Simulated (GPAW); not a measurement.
# Ru (P6_3/mmc) in GPAW: a series of runs, part 3 of 3

GPAW 26.7.0. Earlier steps stand in the parts before.

## 6. Equation of state, BEEF-vdW

run.py

```python
from ase.eos import EquationOfState
from ase.io import Trajectory, read
from ase.units import GPa
from gpaw import GPAW, PW

atoms = read('Ru.cif')

traj = Trajectory('eos.traj', 'w')
volumes, energies = [], []
for x in [0.94, 0.96, 0.98, 1.0, 1.02, 1.04, 1.06]:
    a = atoms.copy()
    a.set_cell(atoms.cell * x**(1 / 3), scale_atoms=True)
    calc = GPAW(mode=PW(600),
                xc={'name': 'BEEF-vdW', 'backend': 'libvdwxc'},
                kpts={'size': (8, 8, 5), 'gamma': True},
                occupations={'name': 'fermi-dirac', 'width': 0.05},
                nbands=29,
                convergence={'density': 1e-05, 'energy': 1e-05},
                maxiter=150,
                txt=f'eos-{x:.2f}.txt')
    a.calc = calc
    energies.append(a.get_potential_energy(force_consistent=True))
    volumes.append(a.get_volume())
    calc.write(f'eos-{x:.2f}.gpw')
    traj.write(a)
    print(f'{x:.2f} {volumes[-1]:10.4f} A^3 {energies[-1]:14.6f} eV', flush=True)

v0, e0, B = EquationOfState(volumes, energies, eos='birchmurnaghan').fit()
print(f'V0 = {v0:.4f} A^3, E0 = {e0:.6f} eV, B0 = {B / GPa:.2f} GPa')
```

Ru.cif

```cif
data_Ru
_cell_length_a 2.70580000
_cell_length_b 2.70580000
_cell_length_c 4.28190000
_cell_angle_alpha 90.00000000
_cell_angle_beta 90.00000000
_cell_angle_gamma 120.00000000
_space_group_name_H-M_alt 'P6_3/mmc'
_space_group_name_Hall '-P 6c 2c'
_space_group_IT_number 194
loop_
_space_group_symop_operation_xyz
'x,y,z'
'-x,-y,-z'
'x-y,x,z+1/2'
'-x+y,-x,-z+1/2'
'-y,x-y,z'
'y,-x+y,-z'
'-x,-y,z+1/2'
'x,y,-z+1/2'
'-x+y,-x,z'
'x-y,x,-z'
'y,-x+y,z+1/2'
'-y,x-y,-z+1/2'
'-y,-x,-z+1/2'
'y,x,z+1/2'
'-x,-x+y,-z'
'x,x-y,z'
'-x+y,y,-z+1/2'
'x-y,-y,z+1/2'
'y,x,-z'
'-y,-x,z'
'x,x-y,-z+1/2'
'-x,-x+y,z+1/2'
'x-y,-y,-z'
'-x+y,y,z'
loop_
_atom_site_label
_atom_site_type_symbol
_atom_site_symmetry_multiplicity
_atom_site_Wyckoff_symbol
_atom_site_fract_x
_atom_site_fract_y
_atom_site_fract_z
_atom_site_occupancy
Ru1 Ru 2 c 0.6666666667 0.3333333333 0.7500000000 1
```

Potentials or basis: GPAW PAW data sets (gpaw-data 1.2.1), pw.

Run with:

```console
$ OMP_NUM_THREADS=1 python run.py
```

What it wrote:

```text
__  _  _
 | _ |_)|_||  |
 |__||  | ||/\| - 26.7.0

Input parameters:
  mode=PW(ecut=600.0),
  convergence={'density': 1e-05, 'energy': 1e-05},
  kpts=MonkhorstPack(size=(8, 8, 5), gamma=True),
  maxiter=150,
  nbands=29,
  occupations=Occupations(name='fermi-dirac', width=0.05),
  xc=XC(name='BEEF-vdW', backend='libvdwxc')

Diagonalizing LCAO Hamiltonian
Converting LCAO to pw mode

          Ru

        Ru

Atoms  # Å, Bohr magnetons
|   | symbol |         x |        y |        z |    initial magnetic moments |
|---|--------|-----------|----------|----------|-----------------------------|
| 0 |     Ru |  1.325282 | 0.765152 | 3.145867 | ( 0.0000,  0.0000,  0.0000) |
| 1 |     Ru | -0.000000 | 1.530304 | 1.048622 | ( 0.0000,  0.0000,  0.0000) |

Unit cell  # Å
| periodic |         x |        y |        z |  lengths |     angles |
|----------|-----------|----------|----------|----------|------------|
|      yes |  2.650564 | 0.000000 | 0.000000 | 2.650564 |  90.000000 |
|      yes | -1.325282 | 2.295456 | 0.000000 | 2.650564 |  90.000000 |
|      yes |  0.000000 | 0.000000 | 4.194490 | 4.194490 | 120.000000 |

Number of symmetries: 12
Symmetry operations  # r_c * U_cc + t_c -> r_c
|    | kind |            matrix            |
|----|------|------------------------------|
|  0 |  σ   |  1, 1, 0,  0,-1, 0,  0, 0, 1 |
|  1 |  S6  |  1, 1, 0, -1, 0, 0,  0, 0,-1 |
|  2 |  E   |  1, 0, 0,  0, 1, 0,  0, 0, 1 |
|  3 |  C2  |  1, 0, 0, -1,-1, 0,  0, 0,-1 |
|  4 |  C2  |  0, 1, 0,  1, 0, 0,  0, 0,-1 |
|  5 |  C3  |  0, 1, 0, -1,-1, 0,  0, 0, 1 |
|  6 |  S6  |  0,-1, 0,  1, 1, 0,  0, 0,-1 |
|  7 |  σ   |  0,-1, 0, -1, 0, 0,  0, 0, 1 |
|  8 |  σ   | -1, 0, 0,  1, 1, 0,  0, 0, 1 |
|  9 |  i   | -1, 0, 0,  0,-1, 0,  0, 0,-1 |
| 10 |  C3  | -1,-1, 0,  1, 0, 0,  0, 0, 1 |
| 11 |  C2  | -1,-1, 0,  0, 1, 0,  0, 0,-1 |

BZ-sampling:
  Number of BZ points: 320
  Number of IBZ points: 40

  Monkhorst-Pack size: [8, 8, 5]
  Monkhorst-Pack shift: [0.0625, 0.0625, 0.0]

K-points  # in reciprocal-cell coordinates
|     |                                coordinates |     weight |
|-----|--------------------------------------------|------------|
|   0 | (  0.00000000,   0.00000000,   0.00000000) | 0.00312500 |
|   1 | (  0.00000000,   0.00000000,   0.20000000) | 0.00625000 |
|   2 | (  0.00000000,   0.00000000,   0.40000000) | 0.00625000 |
|   3 | (  0.12500000,   0.00000000,  -0.40000000) | 0.01875000 |
|   4 | (  0.12500000,   0.00000000,  -0.20000000) | 0.01875000 |
|   5 | (  0.12500000,   0.00000000,   0.00000000) | 0.01875000 |
|   6 | (  0.12500000,   0.00000000,   0.20000000) | 0.01875000 |
|   7 | (  0.12500000,   0.00000000,   0.40000000) | 0.01875000 |
|   8 | (  0.25000000,  -0.12500000,   0.00000000) | 0.01875000 |
|   9 | (  0.25000000,  -0.12500000,   0.20000000) | 0.03750000 |
| ... |                                            |            |
|  39 | (  0.50000000,   0.50000000,   0.40000000) | 0.01875000 |

Plane wave coefficients: 868
Cutoff: 600.0 eV

Spin-components: 1 (collinear spins)
Bands:           29
Projectors:      12
Spin-degeneracy: 2
Datatype:        complex128

Parallelization:
  kpt:    1
  domain: 1
  band:   1

Density:
  Valence electrons: 32.0
  Components: 1
  Grid points: [15 15 24]
  Charge: 0.0  # |e|

Potential:
  Grid points: [15 15 24]

species:
  Ru:
    name:    Ruthenium
    Z:       44.0
    valence: 16
    core:    28
    charge:  0.0  # [|e|]
    compensation charges:
      type: gauss
      rc: 0.39  # [Å]
      lmax: 2
    cutoffs:
      filter: 2.16  # [Å]
      core: 1.30  # [Å]
    projectors
    | kind |    occ | energy [eV] | rcut [Å] |
    |------|--------|-------------|----------|
    |   4s |  2.000 |     -76.316 |    1.281 |
    |   5s |  1.000 |      -4.236 |    1.281 |
    |   4p |  6.000 |     -46.423 |    1.286 |
    |   5p |  0.000 |      -0.913 |    1.286 |
    |   4d |  7.000 |      -5.203 |    1.254 |
    |    d |        |      22.008 |    1.254 |

    Using partial waves for Ru as LCAO basis

Reference energy: -246490.249966  # eV

eigensolver:
  PPCG
  Converge bands: occupied
  niter=2

density mixing:
  MSR1-Mixer
  Pratt-step length: 0.05
  Maximum mixing coefficient: 0.75
  Old densities: 10
  SVD Regularization: 0.005
  Good broyden scale: 1.0
  Trust region scale: 1.0
  Backstep threshold: 4.0
  History deletion threshold: 6.0
  Fourier metric: weight=20.0, sigma=0.015

occupation numbers:
  Fermi-Dirac:
    width: 0.0500  # eV

poisson solver:
  ecut: 4800.0  # eV

xc functional:
  name: vdW-BEEF with libvdwxc
  Mode: serial
  Semilocal: BEEVDW with 2 nearest neighbor stencil
  Corresponding non-local functional: vdW-DF2
  Local blocksize: 30 x 30 x 48
  PAW datasets: PBE

convergence criteria:
- Maximum integral of absolute [dens]ity change: 1e-05 electrons / valence electron
- Maximum [total energy] change in last 3 cyles: 1e-05 eV / valence electron
- Maximum integral of absolute [eigenst]ate change: 4e-08 eV^2 / valence electron
maximum number of iterations: 150

SCF iterations
|iter     | |      energy | eigst |  dens |
|---------|-|-------------|-------|-------|
|iter:   1| | -281.794210 | +0.01 |       |
|iter:   2| | -281.589086 | -2.86 | -1.19 |
|iter:   3| | -280.741777 | -2.05 | -1.24 |
|iter:   4| | -280.730628 | -3.75 | -2.09 |
|iter:   5| | -280.730187 | -3.74 | -2.35 |
|iter:   6| | -280.730192 | -5.85 | -3.56 |
|iter:   7| | -280.730197c| -7.09 | -3.90 |
|iter:   8| | -280.730197c| -7.49c| -4.82 |
|iter:   9| | -280.730197c| -8.18c| -5.61c|

Converged in 9 steps
Energy contributions relative to reference atoms: (reference = -246490.249966)

Energy contributions:
  Kinetic:          56.037656
  Coulomb:         -57.194635
  Zero:             -0.453234
  External:          0.000000
  Xc:             -279.115704
  Entropy:          -0.008560
  Spinorbit:         0.000000
  ----------------------------
  Free energy:    -280.734477
  Extrapolated:   -280.730197

dipole moment: (0.000000, 0.000000, 0.000001)  # |e|*Ang

Fermi level: 14.266
Eigenvalues  # (at kpt = [0.000, 0.000, 0.000])
| band index |      eig [eV] | occ [0-2] |
|------------|---------------|-----------|
|          0 |       -59.188 |     2.000 |
|        ... |               |           |
|          9 |         7.776 |     2.000 |
|         10 |        11.475 |     2.000 |
|         11 |        11.475 |     2.000 |
|         12 |        11.664 |     2.000 |
|         13 |        12.207 |     2.000 |
|         14 |        12.207 |     2.000 |
[... 8 lines left out ...]
|         23 |        33.082 |     0.000 |
|         24 |        38.455 |     0.000 |
|        ... |               |           |
|         28 |        39.905 |     0.000 |

No gap
No difference between direct/indirect transitions
# Writing to eos-0.94.gpw (mode='')
```

stdout:

```text
0.94    25.5203 A^3    -280.734477 eV
0.96    26.0633 A^3    -280.834086 eV
0.98    26.6063 A^3    -280.905546 eV
1.00    27.1493 A^3    -280.951748 eV
1.02    27.6923 A^3    -280.975264 eV
1.04    28.2353 A^3    -280.978615 eV
1.06    28.7783 A^3    -280.963777 eV
V0 = 28.0562 A^3, E0 = -280.979621 eV, B0 = 286.66 GPa
```

It took 97 s on 1 thread of Arm Neoverse V2, shared host; peak memory 0.23 GiB.

Results:

* Equilibrium volume: 14.03 Å³/atom
* Bulk modulus at fixed shape and positions: 287 GPa
* Pressure derivative of the bulk modulus: 4.7

Energy against volume, from the lowest point:
| volume (Å³/atom) | energy (meV/atom) |
| --- | --- |
| 12.760 | 122.07 |
| 13.032 | 72.26 |
| 13.303 | 36.53 |
| 13.575 | 13.43 |
| 13.846 | 1.68 |
| 14.118 | 0.00 |
| 14.389 | 7.42 |

Caveat: the cell was scaled at fixed shape and fractional positions, which overstates the stiffness of a crystal with free parameters, most of all of layers and chains; the PAW data sets were made with another functional, which shifts forces and pressure a little.

## 7. Summary

```tsv
task	level	potentials or basis	spin	cutoff (eV)	band path	band points	data set	spin axis theta (degrees)	spin axis phi (degrees)	pressure (GPa)
band structure	PBE	SG15 ONCV 1.2, pw	off	1100	GMKGALHA,LM,KH	80	-	-	-	4.4
band structure	PBE	GPAW PAW data sets (gpaw-data 1.2.1), other valence, pw	off	600	GMKGALHA,LM,KH	60	Ru 8	-	-	12.0
band structure	PBEint	PAW data sets generated in the run's folder for this functional, pw	SOC, no magnetisation	600	GMKGALHA,LM,KH	60	-	54.7	45	-5.3
equation of state	BEEF-vdW	GPAW PAW data sets (gpaw-data 1.2.1), pw	off	600	-	-	-	-	-	-
```

Alike in all rows: cell as given; k mesh 8 × 8 × 5; smearing fermi-dirac 0.05 eV.

Caveats: spin-orbit coupling was added after a scalar SCF, so levels and gaps hold it while energy, forces, pressure and moments don't (some runs); this program's spin-orbit splittings come out too wide for heavy elements (some runs); the cell was scaled at fixed shape and fractional positions, which overstates the stiffness of a crystal with free parameters, most of all of layers and chains (some runs); the PAW data sets were made with another functional, which shifts forces and pressure a little (some runs).

Absolute energies hang on the potentials; compare differences alone.
